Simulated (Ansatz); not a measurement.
## AlN: symmetry broken, then relaxed

Method: DFT PBE, scalar-relativistic, plane waves, PAW in Ansatz 0.2.0. The runs took a 420 eV cutoff, a Γ-centred 8×8×8 mesh and Gaussian smearing (0.05 eV). No spin polarisation. Energies are free energies at this smearing, counted from the undisturbed cell; pressure is positive in compression.

The undisturbed cell (relaxed at this level; this zinc-blende form isn't the usual structure):

```
Al N
1.0
     0.00000    2.20159    2.20159
     2.20159    0.00000    2.20159
     2.20159    2.20159    0.00000
Al N
1 1
Direct
  0.00000 0.00000 0.00000
  0.75000 0.75000 0.75000
```

The atoms are displaced (Å, in the unstrained cell):

| atom | ux | uy | uz |
| --- | --- | --- | --- |
| Al1 | -0.062 | 0.016 | 0.021 |
| N2 | 0.062 | -0.016 | -0.021 |

Cell and atoms are then relaxed.

Task: Does the relaxation return to the undisturbed structure?

Result: Yes (up to a choice of domain or origin): same space group and volume, and an energy 0.0 meV/atom from it. The disturbance itself cost 67.7 meV/atom. The final space group reads F-43m (tolerance 0.05 Å) and the volume changes by 0.00 %.

Final structure:

```
Al N
1.0
     0.00000    2.20155    2.20155
     2.20155    0.00000    2.20155
     2.20155    2.20155    0.00000
Al N
1 1
Cartesian
  4.4031 2.2015 2.2015
  3.3023 3.3023 3.3023
```

The relaxation, step by step (energy from the first step; small jumps at an unchanged geometry come where the plane waves are selected anew for the new cell):

```csv
step,ΔE (meV/atom),largest force component (eV/Å),pressure (GPa)
1,0.0,1.775,2.27
2,-33.6,1.212,0.99
3,-63.4,0.132,2.24
4,-67.7,0.002,-0.05
5,-67.7,0.000,0.00
6,-67.7,0.000,0.02
```